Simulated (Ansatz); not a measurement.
## Screening in SiC (F-43m)

How strongly does SiC (F-43m) screen? Routes: perturbation theory, a sum over states and the RPA step of G0W0.

Method: linear response on PBE, plane waves, PAW, in Ansatz 0.2.0.

**Experimental background.**

- ε∞ 6.49: high-frequency dielectric constant; visible/NIR optical measurements, literature average; bulk crystal (literature average; scatter up to 0.2) (quoted in “Infrared properties of SiC particles”, 1999, arxiv:astro-ph/9903031).

## (1) Starting point

The structure is cubic, space group F-43m (No. 216). The conventional cell has a = 4.358 Å, b = 4.358 Å, c = 4.358 Å, α = 90.00°, β = 90.00°, γ = 90.00°. Si has 4 C at 1.89 Å nearest. C has 4 Si at 1.89 Å nearest. Farther neighbours are not listed.

The cell and positions come from the Crystallography Open Database and are kept as given unless a step says otherwise. The default PAW set here is soft_2. Its files were made with PBE.

## (2) Response to a homogeneous field

ε∞ sets how strongly the crystal screens. Perturbation theory gives it with local fields and without a sum over empty bands.

This step: dielectric response by perturbation theory, PBE, plane waves, PAW.

The input, input.yaml:

```yaml
crystal:
  lattice:
    - [0.0, 2.179, 2.179]
    - [2.179, 0.0, 2.179]
    - [2.179, 2.179, 0.0]
  atoms:
    - { symbol: Si, position: [0.0, 0.0, 0.0] }
    - { symbol: C, position: [0.25, 0.25, 0.25] }
kpoints:
  mp_grid: { grid: [8, 8, 8] }
hamiltonian:
  xc: pbe
scf:
  occupations: { method: fixed }
dielectric: {}
```

Command:

```console
> ansatz run input.yaml --threads 2 --pin off --max-ram 92160MiB --backend cuda --events-out ev --progress --plain --runs-dir out --devices 1 --max-vram 13GiB  # rebuilt from the run's record
```

Numbers of over 12 decimals in the logs are rounded to 6 here.

Log:

```text
GPUs: using 1 of 1 available (devices: 1).
Engine: ansatz 0.2.0, x86_64-unknown-linux-gnu
Pseudopotentials: kind: paw
Pseudopotential: Si, paw, valence charge 4, recommended cutoff 420 eV (normal), Si.paw.azcp
Pseudopotential: C, paw, valence charge 4, recommended cutoff 420 eV (normal), C.paw.azcp
Functional definition: PBE
  parameter kappa = 0.804
  parameter beta = 0.066725
  exchange = pbe_x(kappa = kappa, mu = beta*pi^2/3)
  correlation = pbe_c(beta = beta)
device memory: the entry about to start is reckoned to put 0.7 GiB on a device that reports 53.3 GiB free (of which the cap on the GPU budget leaves the run 13.0 GiB)
GPU FFT provider: cuFFT
GPU libraries: cuBLAS 13.8.2, cuFFT 12.4.0, cuSOLVER 12.3.4
Crystal: 2 atoms, lattice volume = 20.692 Å³
Basis set: ecut = 420 eV, 411 PW (Γ), exchange–correlation on 48×48×48 points (8 copies of the dense FFT grid, shifted against one another)
Bands: 8, of which v1, the nominal top of the filled ones, is band 4 counted from 1 (3 counted from 0)
Symmetry: 24 space group operations
k-points: 95 of 512 (irreducible under 4 space group operations, time reversal used)
Non-local potential: Si, projectors of the file, l = 0: 2, l = 1: 2, l = 2: 2
Non-local potential: C, projectors of the file, l = 0: 2, l = 1: 2, l = 2: 1
PAW form: soft (Blöchl's): semilocal exchange-correlation on the pseudo side does not see the compensation charge
PAW one-centre angular grid: Si, 110 points (default); XC on 64 Gauss nodes
PAW one-centre angular grid: C, 110 points (default); XC on 64 Gauss nodes
Initial density: superposition of atomic densities (neutral atoms: chi_scale 0, normalization atom), corrected by the library's trained network
Initial wavefunctions: pseudopotential atomic-orbital guess
GPU buffer pool allocated for 13824 grid points (all kernels)
GPU transforms: local potential and band sums: pruned to the plane-wave sphere, on 24×24×24
Functional: x = pbe(κ = 0.804, μ = 0.219515), c = pbe(β = 0.066725)
SCF iter   1: F=—  HF=-887.155803 eV  |F-HF|=—  |Δ(HF+E_count)|=         —  Δρ=2.15e-3  dr2=9.64e-4  ethr=1.77e-3  ⟨swp⟩=4.4  Hψ=5368  notcnv=0  defer=159
preconditioner: auto → none  [insulator: Δε(μ)=1.336 eV  Ē_g=14.041 eV  n_scr=0 (ndim 8)  ℏωp=23.1 eV  f_vac=0.000  ε∞_Penn≈3.7]
SCF iter   2: F=—  HF=-887.155825 eV  |F-HF|=—  |Δ(HF+E_count)|=   2.20e-5  Δρ=7.85e-4  dr2=7.26e-5  ethr=1.20e-5  ⟨swp⟩=2.6  Hψ=2012  notcnv=0  defer=180
SCF iter   3: F=—  HF=-887.155839 eV  |F-HF|=—  |Δ(HF+E_count)|=   1.39e-5  Δρ=3.51e-4  dr2=6.28e-6  ethr=9.07e-7  ⟨swp⟩=2.7  Hψ=1154  notcnv=0  defer=120
SCF iter   4: F=—  HF=-887.155866 eV  |F-HF|=—  |Δ(HF+E_count)|=   2.64e-5  Δρ=3.50e-5  dr2=1.73e-7  ethr=7.84e-8  ⟨swp⟩=2.1  Hψ=1146  notcnv=0  defer=19
SCF iter   5: F=—  HF=-887.155857 eV  |F-HF|=—  |Δ(HF+E_count)|=   9.19e-6  Δρ=3.01e-6  dr2=1.49e-9  ethr=2.17e-9  ⟨swp⟩=2.1  Hψ=1138  notcnv=0
SCF iter   6: F=-887.155857 eV  HF=-887.155857 eV  |F-HF|=2.96e-11  |Δ(HF+E_count)|=   1.13e-9  Δρ=5.69e-7  dr2=5.69e-11  ethr=1.25e-12  ⟨swp⟩=4.0  Hψ=2963  notcnv=0
SCF 1 converged in 6 iterations: F = -887.155857 eV  dr2 = 5.69e-11
  greatest PAW one-centre occupation: 0.645 electrons in one spin orbital (limit 2), on the C atom at site 1 (counted from 0), in its partial waves of l = 0
the response reads at least the filled bands of the reference SCF and the lowest empty band at each k-point, and that SCF's band table does not vouch for those bands. The notice of the band table in this run's record says why
device memory: the entry about to start is reckoned to put 0.2 GiB on a device that reports 52.8 GiB free (of which the cap on the GPU budget leaves the run 13.0 GiB)
NSCF: frozen V_eff on 1 k-points
device memory: the entry about to start is reckoned to put 0.2 GiB on a device that reports 52.8 GiB free (of which the cap on the GPU budget leaves the run 13.0 GiB)
NSCF: frozen V_eff on 1 k-points
device memory: the entry about to start is reckoned to put 0.2 GiB on a device that reports 52.8 GiB free (of which the cap on the GPU budget leaves the run 13.0 GiB)
NSCF: frozen V_eff on 1 k-points
device memory: the entry about to start is reckoned to put 0.2 GiB on a device that reports 52.8 GiB free (of which the cap on the GPU budget leaves the run 13.0 GiB)
NSCF: frozen V_eff on 1 k-points
device memory: the entry about to start is reckoned to put 0.2 GiB on a device that reports 52.8 GiB free (of which the cap on the GPU budget leaves the run 13.0 GiB)
NSCF: frozen V_eff on 1 k-points
device memory: the entry about to start is reckoned to put 0.2 GiB on a device that reports 52.8 GiB free (of which the cap on the GPU budget leaves the run 13.0 GiB)
NSCF: frozen V_eff on 1 k-points
device memory: the entry about to start is reckoned to put 0.2 GiB on a device that reports 52.8 GiB free (of which the cap on the GPU budget leaves the run 13.0 GiB)
NSCF: frozen V_eff on 1 k-points
device memory: the entry about to start is reckoned to put 0.1 GiB on a device that reports 52.8 GiB free (of which the cap on the GPU budget leaves the run 13.0 GiB)
device memory: the entry about to start is reckoned to put 0.5 GiB on a device that reports 52.8 GiB free (of which the cap on the GPU budget leaves the run 13.0 GiB)
DFPT response loops at Γ: preconditioner auto → none (the input reference at scf.mixing.eps_inf says where Resta's filter doesn't serve); β = 0.50; Broyden in place of MSR1
── the response to a field inside a basis, on 8×8×8 k-points: an SCF that follows is theirs, and a resumed run solves both again ──
device memory: the entry about to start is reckoned to put 0.1 GiB on a device that reports 52.7 GiB free (of which the cap on the GPU budget leaves the run 13.0 GiB)
GPU FFT provider: cuFFT
GPU libraries: cuBLAS 13.8.2, cuFFT 12.4.0, cuSOLVER 12.3.4
Bands: 5, of which v1, the nominal top of the filled ones, is band 4 counted from 1 (3 counted from 0)
k-points: 60 of 512 (irreducible under 6 space group operations, time reversal used)
Initial density: handed on by an earlier stage of this run
Initial wavefunctions: pseudopotential atomic-orbital guess (no wavefunctions were taken with the density)
GPU buffer pool allocated for 13824 grid points (all kernels)
GPU transforms: band sums: pruned to the plane-wave sphere, on 24×24×24
Eigensolver: Dense (60 Hₖ)
SCF iter   1: F=—  HF=-887.158349 eV  |F-HF|=—  |Δ(HF+E_count)|=         —  Δρ=3.90e-4  dr2=4.63e-6  ethr=1.00e-1
preconditioner: auto → none  [insulator: Δε(μ)=1.700 eV  Ē_g=10.693 eV  n_scr=0 (ndim 8)  ℏωp=23.1 eV  f_vac=0.000  ε∞_Penn≈5.7]
SCF iter   2: F=—  HF=-887.158355 eV  |F-HF|=—  |Δ(HF+E_count)|=   6.18e-6  Δρ=1.97e-4  dr2=1.13e-6  ethr=5.79e-8
SCF iter   3: F=-887.158357 eV  HF=-887.158357 eV  |F-HF|=1.42e-8  |Δ(HF+E_count)|=   2.28e-6  Δρ=1.15e-5  dr2=2.20e-8  ethr=1.41e-8
SCF 1 converged in 3 iterations: F = -887.158357 eV  dr2 = 2.20e-8
device memory: the entry about to start is reckoned to put 0.1 GiB on a device that reports 52.7 GiB free (of which the cap on the GPU budget leaves the run 13.0 GiB)
device memory: the entry about to start is reckoned to put 0.3 GiB on a device that reports 52.6 GiB free (of which the cap on the GPU budget leaves the run 13.0 GiB)
DFPT response loops at Γ: mixed as the last ones told, above
SCF converged after 6 iterations
Free energy (F): -887.155857 eV
Harris-Foulkes:  -887.155857 eV  (|F-HF|=2.96e-11)
Internal energy: -887.155857 eV  (E = F + TS)
E sigma→0 (E₀):  -887.155857 eV
Fermi energy:    9.480568 eV
--- Per-component energies (eV) ---
  E_band       = 28.701189
  E_kinetic    = 135.732785
  E_local      = -104.418004  (includes V_loc(G=0)·N_el)
  E_nonlocal   = 51.846275
  E_hartree    = 32.063261
  E_xc         = -105.503973
  E_vxc        = -109.370900  (∫ρ·V_xc dr)
  E_paw        = -612.092432  (= ΣΔE_a)
  E_vpaw       = -9.215451  (= ΣTr[D̂ρ^β])
  E_aug_tail   = 0.000011  (compensation charges beyond the density's cutoff)
  E_ewald      = -284.783780
  E_smearing   = -0.000000  (= −TS)
  E_closure    = -0.000000  (closes the sum)
  Σ components = -887.155857   (vs F -887.155857, Δ=0.00e0)
--- Band table (eV; the first three rows and the last of 95) ---
  k-point 0: bands = ["-5.9237", "9.4806", "9.4806", "9.4806", "15.6941", "16.7894", "16.7894", "16.7894"]
  k-point 1: bands = ["-5.6190", "7.9968", "9.2799", "9.2799", "15.9420", "17.1402", "17.1402", "17.3076"]
  k-point 2: bands = ["-4.7280", "5.1884", "8.8748", "8.8748", "15.4634", "17.3890", "17.3890", "18.8225"]
  k-point 94: bands = ["-0.6739", "2.4574", "4.4934", "4.7956", "14.6883", "18.9174", "18.9356", "19.2514"]
--- Dielectric response (ions clamped): 3 representative field directions + reference, inside a basis on a mesh of 512 k-points (Σ response iterations 12) ---
  ε∞ (high-frequency dielectric tensor):
        6.961023     0.000000     0.000000
        0.000000     6.961023     0.000000
        0.000000     0.000000     6.961023
  Born effective charges Z* (e; rows j = field, columns β = displacement):
    site 0:
         2.71296    0.00000    0.00000
         0.00000    2.71296    0.00000
        -0.00000    0.00000    2.71296
    site 1:
        -2.71296   -0.00000   -0.00000
        -0.00000   -2.71296   -0.00000
         0.00000   -0.00000   -2.71296
  Z* charge neutrality: 8.859e-4 e pre-enforcement
  solved inside a basis spanned on kpoints, on 8×8×8 k-points, its susceptibility summed on 12×12×12: ε∞ is read to err by 2.0e-2, Z* by 9.7e-3 e (field_mesh: kpoints solves on kpoints); Z* is corrected for what the basis lacks
```

Elapsed: 14 s, on 1 × NVIDIA H100 80GB HBM3 (shared by 6 runs) with 2 threads of AMD EPYC 7R13 (Zen 3), shared host; peak memory 1 GiB.

This step gave:

```
stated error of ε∞ : 0.02
```

One over ε∞ averages 0.14, under the quarter of exact exchange in PBE0, which by this rule of thumb may open the gap too far.

High-frequency dielectric tensor:

```
6.96 0.00 0.00
0.00 6.96 0.00
0.00 0.00 6.96
```

Born effective charge (e), principal values of the symmetric part by kind of site:

| atom | atoms with these values | low | middle | high | mean |
| --- | --- | --- | --- | --- | --- |
| Si1 | 1 | 2.71 | 2.71 | 2.71 | 2.71 |
| C2 | 1 | -2.71 | -2.71 | -2.71 | -2.71 |

In full for Si1:

```
2.71 0.00 0.00
0.00 2.71 0.00
0.00 0.00 2.71
```

## (3) Independent-particle spectrum

The independent-particle spectrum shows where the oscillator strength lies, before excitons and local fields.

This step: independent-particle optics on PBE, plane waves, PAW.

input.yaml, the sections that differ from step 2:

```yaml
kpoints:
  mp_grid: { grid: [10, 10, 10] }
scf:
  occupations: { method: fixed }
  n_extra_bands: 14
output:
  optics: { e_range: [0, 25], de: 0.1, sigma: 0.2 }
# crystal, hamiltonian: as in step 2
# dielectric: removed
```

Log:

```text
[...]
GPUs: using 1 of 1 available (devices: 1).
[...]
GPU FFT provider: cuFFT
GPU libraries: cuBLAS 13.8.2, cuFFT 12.4.0, cuSOLVER 12.3.4
Crystal: 2 atoms, lattice volume = 20.692 Å³
Basis set: ecut = 420 eV, 411 PW (Γ)
Bands: 18, of which v1, the nominal top of the filled ones, is band 4 counted from 1 (3 counted from 0)
[... 1 set-up line as in the run before ...]
[...]
k-points: 47 of 1000 (time reversal used)
[...]
GPU buffer pool allocated for 13824 grid points (all kernels)
[...]
SCF iter   1: F=—  HF=-887.156996 eV  |F-HF|=—  |Δ(HF+E_count)|=         —  Δρ=2.22e-3  dr2=1.04e-3  ethr=1.77e-3  ⟨swp⟩=4.9  Hψ=4043  notcnv=0  defer=516
[...]
SCF iter   7: F=-887.156991 eV  HF=-887.156991 eV  |F-HF|=4.55e-13  |Δ(HF+E_count)|=  2.33e-11  Δρ=5.69e-8  dr2=5.40e-13  ethr=1.00e-12  ⟨swp⟩=7.9  Hψ=5002  notcnv=0
SCF 1 converged in 7 iterations: F = -887.156991 eV  dr2 = 5.40e-13
[...]
Optics k sum: 0 of 47 k-points
Optics k sum: 3 of 47 k-points
[...]
Optics k sum: 47 of 47 k-points
[...]
SCF converged after 7 iterations
Free energy (F): -887.156991 eV
[...]
Internal energy: -887.156991 eV  (E = F + TS)
E sigma→0 (E₀):  -887.156991 eV
Fermi energy:    9.479607 eV
[...]
--- Band table (eV; the first three rows and the last of 47) ---
  k-point 0: bands = [-5.9243, 9.4796, 9.4796, 9.4796, 15.6933, 16.7893, 16.7893, 16.7893, ... 10 higher]
  k-point 1: bands = [-5.7289, 8.4712, 9.3460, 9.3460, 15.9607, 17.0320, 17.0320, 17.0581, ... 10 higher]
  k-point 2: bands = [-5.1514, 6.3515, 9.0392, 9.0392, 15.6774, 17.3902, 17.3902, 18.2526, ... 10 higher]
  k-point 46: bands = [-0.6988, 2.3441, 4.6856, 4.9084, 14.1642, 17.5362, 19.5053, 20.6798, ... 10 higher]
```

Elapsed: 9.7 s, on 1 × NVIDIA H100 80GB HBM3 (shared by 6 runs) with 2 threads; peak memory 0.92 GiB; 16 s of CPU time.

This step gave:

| Quantity | Value |
| --- | --- |
| ε∞ without local fields (xx, yy, zz) | 7.196, 7.196, 7.196 |
| electrons in the f-sum (xx, yy, zz) | 6.909, 6.909, 6.909 |
| bands in the explicit sum (the static value is completed to all bands) | 18 |

The sum gives ε∞ = 7.20 without local fields.

The ε₂, xx=yy=zz has structure finer than the step of the table below, so its rows give means over 1 eV, whole bins alone (the curve runs from 0 to 25 eV). Peaks (eV: height): 6.8: 26.0, 8.3: 15.8.

Independent particles, no local fields, Gaussian width 0.2 eV. Table of ε₂, xx=yy=zz by photon energy; means over each step:

photon energy (eV), ε₂, xx=yy=zz and a bar:
```
        3        0.0 
        4        0.0 
        5        3.2 #####
        6       11.1 #################
        7       19.6 ##############################
        8       12.4 ###################
        9       10.3 ################
       10        5.9 #########
       11        3.6 #####
       12        2.7 ####
       13        1.9 ###
       14        1.4 ##
       15        1.2 ##
       16        0.8 #
       17        0.5 #
       18        0.4 #
       19        0.3 #
       20        0.2 
       21        0.2 
       22        0.2 
       23        0.2 
       24        0.2
```

Independent particles, no local fields, Gaussian width 0.2 eV. Loss function, xx=yy=zz against photon energy; read off at these points:

| photon energy (eV) | loss function, xx=yy=zz |
| --- | --- |
| 4.0 | 0 |
| 5.0 | 0.0144 |
| 6.0 | 0.0281 |
| 7.0 | 0.0419 |
| 8.0 | 0.0723 |
| 9.0 | 0.0794 |
| 10.0 | 0.0976 |
| 11.0 | 0.127 |
| 12.0 | 0.173 |
| 13.0 | 0.190 |
| 14.0 | 0.249 |
| 15.0 | 0.292 |
| 16.0 | 0.297 |
| 17.0 | 0.410 |
| 18.0 | 0.611 |
| 19.0 | 0.786 |
| 20.0 | 1.45 |
| 21.0 | 3.11 |
| 21.7 | 5.38 |
| 22.0 | 4.50 |
| 23.0 | 4.32 |
| 24.0 | 3.15 |
| 25.0 | 2.36 |

## (4) RPA screening from the G0W0 run

G0W0 replaces the xc potential by the self-energy, built once from these orbitals. Only a window of levels is corrected, while the sums run over the empty bands that the input names.

This step: G0W0 on PBE, plane waves, PAW.

input.yaml, the sections that differ from step 3:

```yaml
kpoints:
  mp_grid: { grid: [6, 6, 6] }
scf:
  occupations: { method: fixed }
gw:
  n_empty_bands: 132
  ecut_chi: 200.0
  qp_bands: [v2, c2]
  qp_kpoints: band_edges
  screening: { model: contour_deformation }
# crystal, hamiltonian: as in step 3
# output: removed
```

Log:

```text
GPUs: using 1 of 1 available (devices: 1).
[...]
GPU FFT provider: cuFFT
GPU libraries: cuBLAS 13.8.2, cuFFT 12.4.0, cuSOLVER 12.3.4
Crystal: 2 atoms, lattice volume = 20.692 Å³
Basis set: ecut = 420 eV, 411 PW (Γ)
Bands: 8, of which v1, the nominal top of the filled ones, is band 4 counted from 1 (3 counted from 0)
[... 1 set-up line as in the run before ...]
[...]
k-points: 16 of 216 (time reversal used)
[...]
1     6     17.3075    -7.8659    -5.4659   -13.8664  0.7912    17.8449    17.8422  root
[...]
12     3      6.2987   -18.5907     2.8720   -14.7968  0.7692     5.3662     5.3768  root
    12     4      6.2987   -18.5907     2.8720   -14.7968  0.7692     5.3662     5.3768  root
    12     5     10.8405    -7.1389    -4.0541   -11.3461  0.8175    10.9937    10.9936  root
    12     6     13.8070    -7.4324    -4.5487   -12.3162  0.8198    14.1428    14.1421  root
[key lines of the parts left out:]
SCF converged after 6 iterations
Free energy (F): -887.146516 eV
Fermi energy:    9.487149 eV
```

Elapsed: 6.5 s, on 1 × NVIDIA H100 80GB HBM3 (shared by 6 runs) with 2 threads; peak memory 1 GiB; 8.3 s of CPU time.

This step gave:

* bands summed: 136
* RPA ε∞ on this mesh (eigenvalues): 7.140, 7.140, 7.140
* plane waves in the screening matrix: 137
* G0W0 gap on the mesh: 2.244 eV
* k of the valence top: 0, 0, 0
* k of the conduction bottom: 0, -0.5, -0.5
* starting gap on the mesh: 1.353 eV
* least direct G0W0 gap on the computed points: 5.617 eV

The gap on the mesh goes from 1.35 eV to 2.24 eV, a correction of +0.89 eV. Between the two edge states, bare exchange in place of the xc potential would open the gap by 6.83 eV, and correlation takes back 5.94 eV.

Mean over the mesh in bins of 0.25 1/Å. Table of static inverse dielectric function, diagonal by length of q+G:

| length of q+G (Å⁻¹) | static inverse dielectric function, diagonal |
| --- | --- |
| 0.44 | 0.192 |
| 0.77 | 0.253 |
| 1.05 | 0.310 |
| 1.24 | 0.362 |
| 1.49 | 0.420 |
| 1.78 | 0.489 |
| 2.03 | 0.548 |
| 2.23 | 0.589 |
| 2.49 | 0.643 |
| 2.76 | 0.694 |
| 3.00 | 0.734 |
| 3.24 | 0.768 |
| 3.51 | 0.802 |
| 3.78 | 0.832 |
| 4.00 | 0.855 |
| 4.24 | 0.876 |
| 4.49 | 0.897 |
| 4.75 | 0.916 |
| 5.00 | 0.931 |
| 5.25 | 0.943 |
| 5.51 | 0.954 |
| 5.76 | 0.962 |
| 6.00 | 0.969 |
| 6.25 | 0.975 |
| 6.51 | 0.980 |
| 6.75 | 0.984 |
| 6.99 | 0.987 |
| 7.19 | 0.989 |

## (5) The values together

Times are wall times on 1 × NVIDIA H100 80GB HBM3 (shared by 6 runs) with 2 threads of AMD EPYC 7R13 (Zen 3), shared host, good to a factor of about two.

| method | mesh | ε∞, low | middle | high | mean | time |
| --- | --- | --- | --- | --- | --- | --- |
| perturbation theory (local fields and xc kernel) | 8×8×8 (response on 512 points) | 6.96 | 6.96 | 6.96 | 6.96 | 14 s |
| sum over states (no local fields) | 10×10×10 | 7.20 | 7.20 | 7.20 | 7.20 | 9.7 s |
| RPA with local fields, on the GW mesh | 6×6×6 | 7.14 | 7.14 | 7.14 | 7.14 | 6.5 s |

## (6) Results

```json
{"perturbation theory (local fields and xc kernel)": "6.96, 6.96, 6.96", "sum over states (no local fields)": "7.20, 7.20, 7.20", "RPA with local fields, on the GW mesh": "7.14, 7.14, 7.14"}
```

Mean Born effective charge: Si1 2.71, C2 -2.71 e. The most distinct maxima of the ε₂, xx=yy=zz lie at 6.8 and 8.3 eV, the highest at 6.8 eV. The loss function, xx=yy=zz has its highest peak at 21.7 eV. The sum without local fields gives 7.20 in the mean against 6.96 by perturbation theory; local fields lower ε∞ and the xc kernel gives part of it back, though the sum also carries the error of its own mesh. The RPA values on the 6×6×6 mesh average 1.03 times those of perturbation theory (means 7.14 and 6.96). Without the xc kernel RPA should lie a little lower; it lies higher here. Perturbation theory sums its response on a denser mesh of its own, so the coarser sum of the GW run is the likely cause. Against experiment, the principal values 6.96 of the first method stand beside the measured 6.49 (high-frequency dielectric constant, quoted 1999); the mean is +7 % off. PBE usually puts the gap too low, which tends to raise ε∞. Ions are clamped, so the lattice part of the static constant is not in these numbers.

[Paths, hosts, dates, memory and timing lines, banners, echoed tables and standing remarks are left out of the program output.]

[Logs are printed without paths, hosts, clocks, repeated set-up lines and the standing remarks that a program may print on its own settings, such as how far it seeks lower states.]

[Runs of the session that timed out or met a known fault of the program may be left out.]

[Cells called generated may have been cut or substituted from an entry of the Crystallography Open Database or the Materials Project.]

[Hosts, paths, dates, database ids (printed as entryN), source tags and the programs' standing remarks are cut or masked in the printed files.]
